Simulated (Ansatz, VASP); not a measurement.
**One calculation of CdF2, two programs**

```
Cd F
1.0
     0.00000    2.69400    2.69400
     2.69400    0.00000    2.69400
     2.69400    2.69400    0.00000
Cd F
1 2
Direct
  0.00000 0.00000 0.00000
  0.25000 0.25000 0.25000
  0.75000 0.75000 0.75000
```

Alike in both runs: task single point; functional PBE; k mesh 8 × 8 × 8; occupations fermi-dirac, width 0.02 eV; no spin polarisation.

```csv
,VASP,Ansatz
version,VASP 6.6.1,Ansatz 0.2.0
potentials or method,"VASP PAW PBE potentials, release 64 (Cd, F), cutoff 520 eV","all-electron LAPW, scalar-relativistic"
```

VASP gave:

| Property | Result |
| --- | --- |
| gap on the k mesh at the Fermi level (eV) | 3.07 |
| pressure (GPa) | 6.2 |

**Question.** What did Ansatz give for the same quantities?

**Answer.** gap on the k mesh at the Fermi level (eV): 3.09; pressure (GPa): 5.4.

Ansatz ran all-electron here, so the differences hold the error of VASP's frozen core and of both bases.

A k mesh can miss the band edges.
